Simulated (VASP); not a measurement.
# SiC (Moissanite 3C) (F-43m) in VASP: notebook, part 2 of 2

VASP 6.6.1. Earlier steps stand in the parts before.

### Step 8. Phonons, r2SCAN

POSCAR reads:

```
SiC
1.0
    0.0000000000      2.1790000000      2.1790000000
    2.1790000000      0.0000000000      2.1790000000
    2.1790000000      2.1790000000      0.0000000000
Si C
1 1
Direct
    0.0000000000      0.0000000000      0.0000000000
    0.7500000000      0.7500000000      0.7500000000
```

INCAR.step1 reads:

```
ALGO = Normal ; EDIFF = 1E-8
EDIFFG = -0.002 ; ENCUT = 600
IBRION = 2 ; ISIF = 3
ISMEAR = 0 ; LASPH = True
LCHARG = False ; LMIXTAU = True
LREAL = False ; LWAVE = False
METAGGA = R2SCAN ; NELM = 60
NSW = 40 ; PREC = Accurate
SIGMA = 0.05
```

INCAR.step2 reads:

```
ALGO = Normal ; EDIFF = 1E-8
ENCUT = 600 ; IBRION = 6
ISIF = 2 ; ISMEAR = 0
LASPH = True ; LCHARG = False
LMIXTAU = True ; LREAL = False
LWAVE = False ; METAGGA = R2SCAN
NELM = 60 ; NFREE = 2
NSW = 1 ; POTIM = 0.015
PREC = Accurate ; SIGMA = 0.05
```

KPOINTS reads:

```
k-points
0
Gamma
  7 7 7
```

Potentials or basis: VASP PAW PBE potentials, release 64 (Si, C).

The run is started by

```
cat potpaw_PBE.64/Si/POTCAR potpaw_PBE.64/C/POTCAR > POTCAR
cp INCAR.step1 INCAR
mpirun -np 1 vasp_std > vasp.out
cp CONTCAR POSCAR
cp INCAR.step2 INCAR
mpirun -np 1 vasp_std > vasp.out
```

OUTCAR:

```text
EDIFF = 1E-8
   ENCUT = 600
   IBRION = 6
   ISIF = 2
   ISMEAR = 0
   LASPH = True
   LREAL = False
   METAGGA = R2SCAN
   NELM = 60
   NFREE = 2
   NSW = 1
   POTIM = 0.015
   PREC = Accurate

 ion  position               nearest neighbor table
   1  0.000  0.000  0.000-   2 1.89   2 1.89   2 1.89   2 1.89
   2  0.750  0.750  0.750-   1 1.89   1 1.89   1 1.89   1 1.89

  LATTYP: Found a face centered cubic cell.
 ALAT       =     4.3541284540

  Lattice vectors:

 A1 = (   0.0000000000,   2.1770642270,   2.1770642270)
 A2 = (   2.1770642270,   0.0000000000,   2.1770642270)
 A3 = (   2.1770642270,   2.1770642270,   0.0000000000)

Analysis of symmetry for initial positions (statically):
=====================================================================
 Subroutine PRICEL returns:
 Original cell was already a primitive cell.

 Routine SETGRP: Setting up the symmetry group for a
 face centered cubic supercell.

 Subroutine GETGRP returns: Found 24 space group operations
 (whereof 24 operations were pure point group operations)
 out of a pool of 48 trial point group operations.

The static configuration has the point symmetry T_d .

Analysis of symmetry for dynamics (positions and initial velocities):
=====================================================================
 Subroutine PRICEL returns:
 Original cell was already a primitive cell.

 Routine SETGRP: Setting up the symmetry group for a
 face centered cubic supercell.

 Subroutine GETGRP returns: Found 24 space group operations
 (whereof 24 operations were pure point group operations)
 out of a pool of 48 trial point group operations.

The dynamic configuration has the point symmetry T_d .

 Subroutine INISYM returns: Found 24 space group operations
 (whereof 24 operations are pure point group operations),
 and found     1 'primitive' translations

----------------------------------------------------------------------------------------

                                     Primitive cell

  volume of cell :      20.6369

  direct lattice vectors                    reciprocal lattice vectors
     0.000000000  2.177064227  2.177064227    -0.229667087  0.229667087  0.229667087
     2.177064227  0.000000000  2.177064227     0.229667087 -0.229667087  0.229667087
     2.177064227  2.177064227  0.000000000     0.229667087  0.229667087 -0.229667087

  length of vectors
     3.078833756  3.078833756  3.078833756     0.397795064  0.397795064  0.397795064

  position of ions in fractional coordinates (direct lattice)
     0.000000000  0.000000000  0.000000000
     0.750000000  0.750000000  0.750000000

  ion indices of the primitive-cell ions
   primitive index   ion index
                 1           1
                 2           2

----------------------------------------------------------------------------------------
[... 104 lines left out ...]

--------------------------------------- Ionic step        1  -------------------------------------------

 number of electron       8.0000000 magnetization

 Free energy of the ion-electron system (eV)
  ---------------------------------------------------
  ext. energy  EPLUGINS =         0.00000000
  ---------------------------------------------------
  free energy    TOTEN  =       -19.32600363 eV

  energy without entropy =      -19.32600363  energy(sigma->0) =      -19.32600363

------------------------ aborting loop because EDIFF is reached ----------------------------------------

  FORCE on cell =-STRESS in cart. coord.  units (eV):
  Direction    XX          YY          ZZ          XY          YZ          ZX
  --------------------------------------------------------------------------------------
  -------------------------------------------------------------------------------------
  Total        0.0004114      0.0004114      0.0004114     -0.0000000     -0.0000000      0.0000000
  in kB        0.0319402      0.0319402      0.0319402     -0.0000000     -0.0000000      0.0000000
  external PRESSURE =       0.0319402 kB  Pullay stress =       0.0000000 kB
[... 131 lines left out ...]
--------------------------------------- Ionic step        5  -------------------------------------------

 number of electron       8.0000000 magnetization

 Free energy of the ion-electron system (eV)
  ---------------------------------------------------
  ext. energy  EPLUGINS =         0.00000000
  ---------------------------------------------------
  free energy    TOTEN  =       -19.32378336 eV

  energy without entropy =      -19.32378336  energy(sigma->0) =      -19.32378336

 E-fermi :   8.3926     XC(G=0): -11.9455

 val. band max:        8.0878956252   @ k =   0.0000   0.0000   0.0000
 cond. band min:       9.9873702750   @ k =   0.4286   0.4286   0.0000
 fundamental gap:      1.8994746499
 Fermi energy:         8.3926411698

 k-point     1 :       0.0000    0.0000    0.0000
  band No.  band energies     occupation
      1      -8.1880      2.00000
      2       7.9371      2.00000
      3       8.0138      2.00000
      4       8.0879      2.00000
      5      14.8794      0.00000
      6      15.8504      0.00000
      7      15.8814      0.00000
      8      15.9142      0.00000
[... 243 lines left out ...]
 k-point    24 :       0.0000    0.1429    0.1429
  band No.  band energies     occupation
      1      -7.6380      2.00000
      2       6.5559      2.00000
      3       7.0441      2.00000
      4       7.1658      2.00000
      5      14.4915      0.00000
      6      16.0100      0.00000
      7      17.2912      0.00000
      8      17.3246      0.00000

 [... further k-points ...]

------------------------ aborting loop because EDIFF is reached ----------------------------------------

  FORCE on cell =-STRESS in cart. coord.  units (eV):
  Direction    XX          YY          ZZ          XY          YZ          ZX
  --------------------------------------------------------------------------------------
  -------------------------------------------------------------------------------------
  Total        0.0003485      0.0056919      0.0056919      0.0000000     -0.1143239      0.0000000
  in kB        0.0270578      0.4419009      0.4419009      0.0000000     -8.8757249      0.0000000
  external PRESSURE =       0.3036199 kB  Pullay stress =       0.0000000 kB
[... 17 lines left out ...]
  FREE ENERGIE OF THE ION-ELECTRON SYSTEM (eV)
  ---------------------------------------------------
  free  energy   TOTEN  =       -19.3237833583 eV

  energy  without entropy=      -19.3237833583  energy(sigma->0) =      -19.32378336

 INTERNAL STRAIN TENSORS FROM DISPLACED ATOMS
 ============================================

 INTERNAL STRAIN TENSOR FOR ION    1 for displacements in x,y,z  (eV/Angst):
          X           Y           Z          XY          YZ          ZX
  --------------------------------------------------------------------------------
  x     0.00000    -0.00000    -0.00000     0.00000    -7.62430     0.00000
  y    -0.00000     0.00000    -0.00000     0.00000     0.00000    -7.62430
  z    -0.00000    -0.00000     0.00000    -7.62430     0.00000     0.00000

 INTERNAL STRAIN TENSOR FOR ION    2 for displacements in x,y,z  (eV/Angst):
          X           Y           Z          XY          YZ          ZX
  --------------------------------------------------------------------------------
  x    -0.00000    -0.00000    -0.00000     0.00000     7.62235     0.00000
  y    -0.00000    -0.00000    -0.00000     0.00000     0.00000     7.62235
  z    -0.00000    -0.00000    -0.00000     7.62235     0.00000     0.00000

 Eigenvectors and eigenvalues of the dynamical matrix
 ----------------------------------------------------

   1 f  =   23.947641 THz   150.467463 2PiTHz  798.807305 cm-1    99.039439 meV
             X         Y         Z           dx          dy          dz
      0.000000  0.000000  0.000000     0.000000    0.000000   -0.547334
      3.265596  3.265596  3.265596     0.000000    0.000000    0.836915
[... 21 lines left out ...]
   6 f/i=    0.000470 THz     0.002955 2PiTHz    0.015685 cm-1     0.001945 meV
             X         Y         Z           dx          dy          dz
      0.000000  0.000000  0.000000     0.798139   -0.240339   -0.075082
      3.265596  3.265596  3.265596     0.521975   -0.157179   -0.049103

 ELASTIC MODULI CONTR FROM IONIC RELAXATION (kBar)
 Direction    XX          YY          ZZ          XY          YZ          ZX
 --------------------------------------------------------------------------------
 XX          -0.0000     -0.0000     -0.0000     -0.0000      0.0000     -0.0000
 YY          -0.0000     -0.0000     -0.0000     -0.0000      0.0000      0.0000
 ZZ          -0.0000     -0.0000     -0.0000      0.0000      0.0000     -0.0000
 XY          -0.0000     -0.0000      0.0000   -228.5448     -0.0000     -0.0000
 YZ           0.0000      0.0000      0.0000     -0.0000   -228.5448      0.0000
 ZX          -0.0000      0.0000     -0.0000     -0.0000      0.0000   -228.5448
 --------------------------------------------------------------------------------
```

Run time: 3.6 min. Hardware: 1 thread of Intel Xeon Platinum 8488C (Sapphire Rapids), shared host; peak memory 0.17 GiB.

What came out:

```yaml
Relaxed_volume: 10.32 Å³/atom
Relaxed_cell: a = 3.079 Å, b = 3.079 Å, c = 3.079 Å, α = 60.00°, β = 60.00°, γ = 60.00°
Space_group_after_relaxing_to_0.05_Å: F-43m (No. 216)
Highest_phonon_frequency_at_Γ_LO-TO_splitting_left_out: 799 cm⁻¹
```

The path:
| step | energy change (eV) | largest force (eV/Å) | pressure (GPa) | volume (Å³) |
| --- | --- | --- | --- | --- |
| 1 | 0.0000 | 0.0000 | -0.60 | 20.69 |
| 2 | 0.0000 | 0.0000 | 0.67 | 20.58 |
| 3 | -0.0001 | 0.0000 | 0.00 | 20.64 |

Final structure:
```cif
data_structure
_symmetry_space_group_name_H-M 'P 1'
_symmetry_Int_Tables_number 1
_cell_length_a 3.0788
_cell_length_b 3.0788
_cell_length_c 3.0788
_cell_angle_alpha 60.000
_cell_angle_beta 60.000
_cell_angle_gamma 60.000
_cell_volume 20.64
loop_
_atom_site_label
_atom_site_type_symbol
_atom_site_fract_x
_atom_site_fract_y
_atom_site_fract_z
_atom_site_occupancy
Si1 Si 0.00000 0.00000 0.00000 1
C1 C 0.75000 0.75000 0.75000 1
```

Phonon frequencies in cm⁻¹ (negative: imaginary):
| q point | frequencies |
| --- | --- |
| (0.000, 0.000, 0.000) | 0 0 0 799 799 799 |

Caveat: the PAW data sets were made with another functional, which shifts forces and pressure a little.
